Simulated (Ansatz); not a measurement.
# InAs: the cost of one run

Computed with Ansatz 0.2.0 (DFT PBEsol, scalar-relativistic, plane waves, PAW, unless a step's input says otherwise).

The COD entry's cell or inner coordinates are ideal or old and differ from later refinements, so a difference from it is no clean test against experiment.

1 further run of the same task is left out (set aside as unsound or not needed).

## 1. The system as given

Symmetry: F-43m, No. 216, cubic system. Conventional cell: a = 6.088 Å, b = 6.088 Å, c = 6.088 Å, α = 90.00°, β = 90.00°, γ = 90.00°. In (site symmetry -43m) is surrounded by 4 As at 2.64 Å. Around As (site symmetry -43m) lie 4 In at 2.64 Å.

As a file:

```
In As
1.0
     0.00000    3.04393    3.04393
     3.04393    0.00000    3.04393
     3.04393    3.04393    0.00000
In As
1 1
Direct
  0.00000 0.00000 0.00000
  0.75000 0.75000 0.75000
```

This cell was relaxed beforehand with the same method: volume 28.20 Å³/atom, gap on the mesh none (metal).

## 2. The scan

The energy is mapped over volume and the cell's shape.

First coordinate, volume per atom: 5 values from 23.69 to 32.72 Å³. Second coordinate, c/a of the conventional cell: 5 values from 0.834 to 1.200.

Nothing else is relaxed (symmetry fixes all fractional coordinates). Energies count from the relaxed crystal. Points are written as (first, second).

## 3. Point (23.69 Å³, 0.913)

Input file input.yaml:

```yaml
crystal:
  lattice:
    - [0.0, 2.7029726372, 2.9605395808]
    - [2.9605395808, 0.0, 2.9605395808]
    - [2.9605395808, 2.7029726372, 0.0]
  atoms:
    - { symbol: In, position: [0.0, 0.0, 0.0] }
    - { symbol: As, position: [0.75, 0.75, 0.75] }
basis:
  ecutwfc: 420
kpoints:
  mp_grid: { grid: [14, 14, 14] }
hamiltonian:
  xc: pbesol
  pseudopotentials: { kind: paw, azcp: { folder: soft_1 } }
scf:
  occupations: { method: gaussian, width: 0.15 }
output:
  forces: true
  stress: true
  eigenvalues: true
  write_density: true
  write_potential: true
  elf: true
  volumetric_format: npy
```

On the command line:

```sh
> ansatz run input.yaml --threads 1 --pin off --max-ram 2048MiB --backend cpu --events-out ev --progress --plain --runs-dir out
```

Q: Estimate wall time and peak memory on 1 thread of Arm Neoverse N1, shared host.

About 50 s, with a peak of 0.47 GiB.
